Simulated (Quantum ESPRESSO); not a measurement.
# GaN (P6_3mc) in Quantum ESPRESSO: further runs, part 2 of 2

Quantum ESPRESSO 7.5. The steps go on from the part before.

## (3) Phonons, PBE

Input file pw.in:

```
&CONTROL
  calculation = 'scf'
  prefix = 'pwscf'
  outdir = './tmp'
  pseudo_dir = './pseudo'
  tprnfor = .true.
  tstress = .true.
  disk_io = 'low'
/
&SYSTEM
  ibrav = 0
  nat = 4
  ntyp = 2
  ecutwfc = 84
  nbnd = 26
  occupations = 'smearing'
  smearing = 'fd'
  degauss = 0.00367493
/
&ELECTRONS
  conv_thr = 8d-10
  electron_maxstep = 120
  mixing_beta = 0.5
/
ATOMIC_SPECIES
Ga    69.7230 Ga.upf
N     14.0070 N.upf
CELL_PARAMETERS angstrom
   3.1800000000    0.0000000000    0.0000000000
  -1.5900000000    2.7539607840    0.0000000000
   0.0000000000    0.0000000000    5.1660000000
ATOMIC_POSITIONS crystal
Ga     0.6666666667    0.3333333333    0.5000000000
Ga     0.3333333333    0.6666666667    0.0000000000
N      0.6666666667    0.3333333333    0.8750000000
N      0.3333333333    0.6666666667    0.3750000000
K_POINTS automatic
8 8 4 0 0 1
```

Input file relax.in:

```
&CONTROL
  calculation = 'relax'
  prefix = 'pwscf'
  outdir = './tmp'
  pseudo_dir = './pseudo'
  tprnfor = .true.
  tstress = .true.
  disk_io = 'low'
  nstep = 40
  forc_conv_thr = 0.0001
  etot_conv_thr = 1d-06
/
&SYSTEM
  ibrav = 0
  nat = 4
  ntyp = 2
  ecutwfc = 84
  nbnd = 26
  occupations = 'smearing'
  smearing = 'fd'
  degauss = 0.00367493
/
&ELECTRONS
  conv_thr = 8d-10
  electron_maxstep = 120
  mixing_beta = 0.5
/
&IONS
  ion_dynamics = 'bfgs'
/
ATOMIC_SPECIES
Ga    69.7230 Ga.upf
N     14.0070 N.upf
CELL_PARAMETERS angstrom
   3.1800000000    0.0000000000    0.0000000000
  -1.5900000000    2.7539607840    0.0000000000
   0.0000000000    0.0000000000    5.1660000000
ATOMIC_POSITIONS crystal
Ga     0.6666666667    0.3333333333    0.5000000000
Ga     0.3333333333    0.6666666667    0.0000000000
N      0.6666666667    0.3333333333    0.8750000000
N      0.3333333333    0.6666666667    0.3750000000
K_POINTS automatic
8 8 4 0 0 1
```

Input file scf2.in:

```
&CONTROL
  calculation = 'scf'
  prefix = 'pwscf'
  outdir = './tmp'
  pseudo_dir = './pseudo'
  tprnfor = .true.
  tstress = .true.
  disk_io = 'low'
/
&SYSTEM
  ibrav = 0
  nat = 4
  ntyp = 2
  ecutwfc = 84
  nbnd = 26
  occupations = 'fixed'
/
&ELECTRONS
  conv_thr = 1d-13
  electron_maxstep = 120
  mixing_beta = 0.5
  startingpot = 'file'
  startingwfc = 'file'
/
ATOMIC_SPECIES
Ga    69.7230 Ga.upf
N     14.0070 N.upf
CELL_PARAMETERS angstrom
   3.1800000000    0.0000000000    0.0000000000
  -1.5900000000    2.7539607840    0.0000000000
   0.0000000000    0.0000000000    5.1660000000
ATOMIC_POSITIONS crystal
Ga     0.6666666667    0.3333333333    0.4989432854
Ga     0.3333333333    0.6666666667   -0.0010567146
N      0.6666666667    0.3333333333    0.8760567146
N      0.3333333333    0.6666666667    0.3760567146
K_POINTS automatic
8 8 4 0 0 1
```

Input file ph.in:

```
phonons of GaN
&INPUTPH
  prefix = 'pwscf'
  outdir = './tmp'
  tr2_ph = 1d-16
  fildyn = 'dyn'
  niter_ph = 60
  alpha_mix(1) = 0.7
  epsil = .true.
/
0.0000000000 0.0000000000 0.0000000000
```

Input file dynmat.in:

```
&INPUT
  fildyn = 'dyn'
  asr = 'crystal'
  lperm = .true.
  filout = 'dynmat.disp'
  fileig = 'dynmat.eig'
/
```

Input file dynmat_lo.in:

```
&INPUT
  fildyn = 'dyn'
  asr = 'crystal'
  filout = 'dynmat_lo.disp'
  fileig = 'dynmat_lo.eig'
  q(1) = 0
  q(2) = 0
  q(3) = 1
/
```

Potentials or basis: PseudoDojo 0.4.1 SR PBE standard.

On the command line:

```
OMP_NUM_THREADS=1 pw.x -in pw.in > pw.out
OMP_NUM_THREADS=1 pw.x -in relax.in > relax.out
OMP_NUM_THREADS=1 pw.x -in scf2.in > scf2.out
OMP_NUM_THREADS=1 ph.x -in ph.in > ph.out
OMP_NUM_THREADS=1 dynmat.x -in dynmat.in > dynmat.out
OMP_NUM_THREADS=1 dynmat.x -in dynmat_lo.in > dynmat_lo.out
```

pw.out:

```text
This program is part of the open-source Quantum ESPRESSO suite
     for quantum simulation of materials; please cite
[... 9 lines left out ...]
     --------------------
     sticks:   dense  smooth     PW     G-vecs:    dense   smooth      PW
     Sum         847     847    241                31863    31863    4927

     Using Slab Decomposition

     bravais-lattice index     =            0
     lattice parameter (alat)  =       6.0093  a.u.
     unit-cell volume          =     305.3064 (a.u.)^3
     number of atoms/cell      =            4
     number of atomic types    =            2
     number of electrons       =        36.00
     number of Kohn-Sham states=           26
     kinetic-energy cutoff     =      84.0000  Ry
     charge density cutoff     =     336.0000  Ry
     scf convergence threshold =      8.0E-10
     mixing beta               =       0.5000
     number of iterations used =            8  plain     mixing
     Exchange-correlation= PBE
                           (   1   4   3   4   0   0   0)

     celldm(1)=   6.009329  celldm(2)=   0.000000  celldm(3)=   0.000000
     celldm(4)=   0.000000  celldm(5)=   0.000000  celldm(6)=   0.000000

     crystal axes: (cart. coord. in units of alat)
               a(1) = (   1.000000   0.000000   0.000000 )
               a(2) = (  -0.500000   0.866025   0.000000 )
               a(3) = (   0.000000   0.000000   1.624528 )

     reciprocal axes: (cart. coord. in units 2 pi/alat)
               b(1) = (  1.000000  0.577350 -0.000000 )
               b(2) = (  0.000000  1.154701  0.000000 )
               b(3) = (  0.000000 -0.000000  0.615563 )

     PseudoPot. # 1 for Ga read from file:
     Ga.upf
     Pseudo is Norm-conserving + core correction, Zval = 13.0
     Generated using ONCVPSP code by D. R. Hamann
     Using radial grid of 1902 points,  6 beta functions with:
                l(1) =   0
                l(2) =   0
                l(3) =   1
                l(4) =   1
                l(5) =   2
                l(6) =   2

     PseudoPot. # 2 for N  read from file:
     N.upf
     Pseudo is Norm-conserving + core correction, Zval =  5.0
     Generated using ONCVPSP code by D. R. Hamann
     Using radial grid of 1058 points,  4 beta functions with:
                l(1) =   0
                l(2) =   0
[... 37 lines left out ...]
        k(   19) = (   0.2500000   0.5773503   0.0769454), wk =   0.0937500
        k(   20) = (   0.2500000   0.5773503   0.2308362), wk =   0.0937500

     Dense  grid:    31863 G-vectors     FFT dimensions: (  36,  36,  60)

     Initial potential from superposition of free atoms

     starting charge      35.9946, renormalised to      36.0000
     Starting wfcs are   26 randomized atomic wfcs

     Self-consistent Calculation

     iteration #  1     ecut=    84.00 Ry     beta= 0.50
     Davidson diagonalization with overlap
     ethr =  1.00E-02,  avg # of iterations =  4.2

     total energy              =    -347.17656725 Ry
     estimated scf accuracy    <       1.04451750 Ry
[... 8 lines left out ...]
     iteration #  3     ecut=    84.00 Ry     beta= 0.50
     Davidson diagonalization with overlap
     ethr =  5.37E-04,  avg # of iterations =  2.0

     negative rho (up, down):  1.404E-06 0.000E+00

     total energy              =    -347.51887679 Ry
     estimated scf accuracy    <       0.00700398 Ry

     iteration #  4     ecut=    84.00 Ry     beta= 0.50
     Davidson diagonalization with overlap
     ethr =  1.95E-05,  avg # of iterations =  4.2
[... 53 lines left out ...]
     iteration # 12     ecut=    84.00 Ry     beta= 0.50
     Davidson diagonalization with overlap
     ethr =  7.76E-12,  avg # of iterations =  2.0

     End of self-consistent calculation

          k = 0.0000 0.0000 0.0769 (  3965 PWs)   bands (ev):

    -5.1918  -4.3544  -2.7699  -2.7612  -2.7612  -2.7036  -2.7036  -2.5103
    -2.5103  -2.4168  -2.4168  -1.2819   3.9732   9.7830   9.7830  10.2485
    10.7608  10.7608  13.2321  15.1741  19.9576  20.7904  20.7904  21.3000
    22.4637  22.4637
[... 45 lines left out ...]
    -4.3178  -4.2214  -2.7237  -2.6818  -2.6383  -2.5738  -2.5299  -2.4854
    -2.4412  -2.4210  -1.5716  -1.0813   4.6170   5.2382   7.9693   8.7176
     9.2983   9.3680  15.1921  16.0473  18.3767  18.9569  20.8572  21.1481
    22.3785  23.5532

          k = 0.0000-0.5774 0.0769 (  3990 PWs)   bands (ev):

    -4.3427  -4.1861  -2.7219  -2.6847  -2.5885  -2.5860  -2.5086  -2.4764
    -2.4239  -2.3936  -1.2194  -0.7022   4.2188   5.3320   6.8198   8.0901
     8.7372   9.7375  15.7842  15.9395  17.6297  19.2396  21.2486  21.3770
    22.7519  24.3570

          k = 0.0000-0.5774 0.2308 (  3960 PWs)   bands (ev):

    -4.2597  -4.1949  -2.7322  -2.6884  -2.6301  -2.5545  -2.5182  -2.4597
    -2.4209  -2.4110  -1.1009  -0.8810   4.0202   4.4909   8.2338   8.5235
     9.1986   9.2002  14.9789  15.7238  18.4704  18.8594  20.9315  21.0311
    22.3878  23.7806
[... 66 lines left out ...]
    -4.2043  -4.1812  -2.6823  -2.6509  -2.6408  -2.5747  -2.5039  -2.4901
    -2.4608  -2.4568  -0.7983  -0.6671   4.5193   4.7446   6.4513   7.3592
     8.8810   9.2535  16.7104  17.4809  18.1798  18.7709  19.9363  19.9623
    23.7956  24.3426

     the Fermi energy is    12.1829 ev

!    total energy              =    -347.51957368 Ry
     estimated scf accuracy    <          1.6E-10 Ry
     smearing contrib. (-TS)   =      -0.00000000 Ry
     internal energy E=F+TS    =    -347.51957368 Ry

     The total energy is F=E-TS. E is the sum of the following terms:
     one-electron contribution =    -104.36875539 Ry
     hartree contribution      =      87.16622668 Ry
     xc contribution           =     -96.31009660 Ry
     ewald contribution        =    -234.00694837 Ry

     convergence has been achieved in  12 iterations

     Forces acting on atoms (cartesian axes, Ry/au):

     atom    1 type  1   force =     0.00000000   -0.00000000   -0.00536343
     atom    2 type  1   force =     0.00000000    0.00000000   -0.00536343
     atom    3 type  2   force =     0.00000000    0.00000000    0.00536343
     atom    4 type  2   force =     0.00000000   -0.00000000    0.00536343

     Total force =     0.010727     Total SCF correction =     0.000001

     Computing stress (Cartesian axis) and pressure

          total   stress  (Ry/bohr**3)                   (kbar)     P=       74.74
   0.00045950  -0.00000000  -0.00000000           67.60       -0.00       -0.00
   0.00000000   0.00045950  -0.00000000            0.00       67.60       -0.00
  -0.00000000  -0.00000000   0.00060513           -0.00       -0.00       89.02

=------------------------------------------------------------------------------=
   JOB DONE.
=------------------------------------------------------------------------------=
```

It took 6.6 min on 1 thread of AMD EPYC 9R45 (Zen 5), shared host; peak memory 0.09 GiB.

What came out:

```
Free energy                                             : -4728.2462 eV
Pressure after relaxing                                 : 7.5 GPa
Electronic dielectric tensor (diagonal)                 : 5.79, 5.79, 5.78
Born charges (mean of the diagonal)                     : Ga +2.68; N -2.68 e
Highest phonon frequency at Γ, LO-TO splitting left out : 693 cm⁻¹
Static dielectric tensor (diagonal)                     : 9.99, 9.99, 10.77
```

The path:
```
step  energy change (eV)  largest force (eV/Å)  pressure (GPa)
   1              0.0000                0.1379            7.47
   2             -0.0012                0.0650            7.46
   3             -0.0015                0.0022            7.47
   4             -0.0015                0.0000            7.47
```

Final structure:
```
CELL_PARAMETERS angstrom
3.18000 0.00000 0.00000
-1.59000 2.75396 0.00000
0.00000 0.00000 5.16600
ATOMIC_POSITIONS crystal
Ga 0.66667 0.33333 0.49894
Ga 0.33333 0.66667 0.99894
N 0.66667 0.33333 0.87606
N 0.33333 0.66667 0.37606
```

Levels at points of the mesh, in eV from the valence-band top:
```csv
k point,band 15,band 16,band 17,band 18,band 19,band 20,band 21,band 22
"(0.00, 0.00, 0.12)",-0.97,-0.48,0.00,0.00,2.49,4.41,9.21,10.04
```

Phonon frequencies in cm⁻¹ (negative: imaginary):
```tsv
q point	frequencies
(0.000, 0.000, 0.000)	-6 4 4 135 135 332 535 556 556 566 566 693
```

Electronic dielectric tensor:
```
5.79 0.00 0.00
0.00 5.79 0.00
0.00 0.00 5.78
```

Born effective charge tensors (e):
atom 1, Ga
```
2.63 0.00 0.00
0.00 2.63 0.00
0.00 0.00 2.77
```
atom 2, Ga
```
2.63 0.00 0.00
0.00 2.63 0.00
0.00 0.00 2.77
```
atom 3, N
```
-2.64  0.00  0.00
 0.00 -2.64  0.00
 0.00  0.00 -2.76
```
atom 4, N
```
-2.64  0.00  0.00
 0.00 -2.64  0.00
 0.00  0.00 -2.76
```

Optical modes at Γ, degenerate ones joined, polar ones without the macroscopic field:
| cm⁻¹ | components | symmetry | active in | IR intensity, summed ((D/Å)²/amu) |
| --- | --- | --- | --- | --- |
| 135 | 2 | E2 | Raman | 0.00 |
| 332 | 1 | B1 | silent | 0.00 |
| 535 | 1 | A1 | IR and Raman | 30.23 |
| 556 | 2 | E1 | IR and Raman | 55.08 |
| 566 | 2 | E2 | Raman | 0.00 |
| 693 | 1 | B1 | silent | 0.00 |

Zone-centre frequencies without and with the macroscopic field along z (cm⁻¹):
```csv
,optical modes in rising order
without,135 135 332 535 556 556 566 566 693
with the field,135 135 332 556 556 566 566 693 730
```

Static dielectric tensor, electrons and zone-centre modes:
```
 9.99  0.00  0.00
 0.00  9.99  0.00
 0.00  0.00 10.77
```

Caveat: the cell is more than 3 GPa from zero pressure, which shifts response properties.
